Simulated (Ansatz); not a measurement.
Runs of Ansatz 0.2.0 on Re. The structure is hexagonal, space group P6_3/mmc (No. 194). The conventional cell has a = 2.761 Å, b = 2.761 Å, c = 4.458 Å, α = 90.00°, β = 90.00°, γ = 120.00°. Re (site symmetry -6m2) has 12 Re at 2.74 to 2.76 Å as nearest neighbours. 

```csv
task,level,cell,k mesh,smearing,atoms under strain,gap on the mesh (eV),pressure (GPa),relaxed volume (Å³/atom)
single point,PBE,as given,11 × 11 × 6,gaussian 0.022 eV,-,none,5.8,-
single point,PBE,as given,11 × 11 × 6,gaussian 0.013 eV,-,none,5.8,-
relaxation of cell and atoms,BLYP+D4,relaxed,11 × 11 × 6,fermi-dirac 0.05 eV,-,-,0.0,(a)
single point,PBE,as given,11 × 11 × 6,gaussian 0.027 eV,-,none,5.8,-
single point,PBE,as given,11 × 11 × 6,gaussian 0.028 eV,-,none,5.8,-
single point,PBE,as given,11 × 11 × 6,gaussian 0.021 eV,-,none,5.8,-
relaxation of cell and atoms,revPBE+D4,relaxed,11 × 11 × 6,fermi-dirac 0.05 eV,-,-,0.0,14.64
single point,PBE,as given,11 × 11 × 6,gaussian 0.017 eV,-,none,5.8,-
single point,PBE,as given,11 × 11 × 6,gaussian 0.02 eV,-,none,5.8,-
single point,PBE,as given,11 × 11 × 6,gaussian 0.019 eV,-,none,5.8,-
elastic constants,PBE,as given,8 × 8 × 5,fermi-dirac 0.05 eV,relaxed,none,6.0,-
elastic constants,LDA,as given,8 × 8 × 5,fermi-dirac 0.05 eV,clamped,none,-10.1,-
```

Alike in all rows: potentials or basis Ansatz PAW; no spin polarisation; cutoff (eV) 420.

Question: Estimate the missing entries.

Answer: (a) 14.92.

Caveats: the PAW data sets come from PBE, with cores solved anew for the run's functional, which leaves a small shift of forces and pressure (some runs); the plane-wave basis is chosen anew once the cell has moved, so the energies of steps on either side of that aren't comparable (some runs); the cell is more than 3 GPa from zero pressure, which shifts response properties (some runs); elastic constants of metals need much finer meshes, so these are rough (some runs).

A k mesh can miss the band edges, and the runs leave out spin-orbit coupling on Re.

A gap of «none» marks a metal or a gap under the smearing width.
